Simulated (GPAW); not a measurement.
Write an ASE script for GPAW 26.7.0 that does the following.

* Task: dielectric tensor
* Functional: PBE
* Potentials or basis: GPAW PAW data sets (gpaw-data 1.2.1)
* Cutoff: 650 eV
* Basis: pw
* k mesh: 6 × 6 × 6
* Occupations: fermi-dirac, width 0.001 eV
* Spin: no spin polarisation
* Response ecut: 80 eV
* Maxiter: 150
* Response k mesh: 11 × 11 × 11
* Response bands: 60
* Kernels: ["RPA"]
* Coarser k mesh: 11 × 11 × 11

The structure of KMgF3 lies in POSCAR:

```
KMgF3
1.0
    3.9859000000      0.0000000000      0.0000000000
    0.0000000000      3.9859000000      0.0000000000
    0.0000000000      0.0000000000      3.9859000000
K Mg F
1 1 3
Direct
    0.5000000000      0.5000000000      0.5000000000
    0.0000000000      0.0000000000      0.0000000000
    0.0000000000      0.0000000000      0.5000000000
    0.0000000000      0.5000000000      0.0000000000
    0.5000000000      0.0000000000      0.0000000000
```

These files were run (other wordings do the same):

run.py

```python
import numpy as np
from ase.dft.bandgap import bandgap
from ase.io import read, write
from gpaw import GPAW, PW
from gpaw.response.df import DielectricFunction

atoms = read('POSCAR')

calc = GPAW(mode=PW(650),
            xc='PBE',
            kpts={'size': (6, 6, 6), 'gamma': True},
            occupations={'name': 'fermi-dirac', 'width': 0.001},
            nbands=34,
            convergence={'density': 1e-06},
            maxiter=150,
            txt='gpaw.txt')
atoms.calc = calc
energy = atoms.get_potential_energy()
calc.write('gs.gpw')
write('result.traj', atoms)
print(f'Energy: {energy:.6f} eV')
print('Fermi level:', round(calc.get_fermi_level(), 4), 'eV')
print(f'Gap: {bandgap(calc)[0]:.4f} eV, direct: {bandgap(calc, direct=True)[0]:.4f} eV')

for size in [(11, 11, 11)]:
    name = 'x'.join(str(n) for n in size)
    dense = calc.fixed_density(kpts={'size': size, 'gamma': True},
                               nbands=66, convergence={'bands': 60, 'eigenstates': 1e-7},
                               update_fermi_level=True, txt=f'dense-{name}.txt')
    dense.write(f'{name}.gpw', mode='all')
    df = DielectricFunction(f'{name}.gpw', frequencies=np.array([0.0]), hilbert=False, eta=0.001,
                            ecut=80, nbands=60, intraband=False, txt=f'df-{name}.txt')
    for xc in ['RPA']:
        for direction in ['x', 'y', 'z', [0, 1, 1], [1, 0, 1], [1, 1, 0]]:
            e0, e = df.get_macroscopic_dielectric_constant(xc=xc, direction=direction)
            print(f'{name} {xc} {direction}: {e0:.4f} without, {e:.4f} with local fields')
```

Potentials or basis: GPAW PAW data sets (gpaw-data 1.2.1), pw.

The run is started by

```console
$ OMP_NUM_THREADS=1 python run.py
```

It gave:

- Band gap on the k mesh: 7.32 eV, indirect (least direct gap 7.65 eV)
- Electronic dielectric tensor (diagonal): 1.99

Caveat: the long-wavelength limit can be off by a per cent or two; an odd mesh through Γ misses points on the zone boundary, where band edges often lie.

Wall time 4 min on 1 thread of Arm Neoverse V2 (shared host), peak memory 0.54 GiB.
